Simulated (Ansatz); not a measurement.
# Property card for Ru

Method: DFT PBE, scalar-relativistic, plane waves, PAW in Ansatz 0.2.0.

Cutoff 420 eV; k points 18×18×18 on the computed 1-atom cell (Γ-centred); Gaussian smearing, width 0.10 eV; no spin polarisation.

The structure is relaxed at this level of theory with its symmetry kept. This fcc form isn't the element's structure at ambient conditions.

```cif
data_structure
_symmetry_space_group_name_H-M 'Fm-3m'
_symmetry_Int_Tables_number 225
_cell_length_a 3.8102
_cell_length_b 3.8102
_cell_length_c 3.8102
_cell_angle_alpha 90.000
_cell_angle_beta 90.000
_cell_angle_gamma 90.000
_cell_volume 55.31
loop_
_atom_site_label
_atom_site_type_symbol
_atom_site_symmetry_multiplicity
_atom_site_Wyckoff_symbol
_atom_site_fract_x
_atom_site_fract_y
_atom_site_fract_z
_atom_site_occupancy
Ru1 Ru 4 a 0.00000 0.00000 0.00000 1
```

```
Space group                                                       : Fm-3m (No. 225)
Volume per atom                                                   : 13.83 Å³
Formation energy from the elements' standard states (uncorrected) : +0.113 eV/atom
Kohn–Sham band gap                                                : none (metal)
Density of states at the Fermi level                              : 1.14 states/eV per cell
Löwdin character within 0.5 eV of the Fermi level                 : Ru 4d 94 %
Bulk modulus                                                      : 306 GPa
Its pressure derivative                                           : 4.8
Bader charges (e)                                                 : Ru (1 in the cell) 0.00
```

Cost: 9 runs of about 0.63 core-minutes in all, on Arm Neoverse V1 (shared hosts).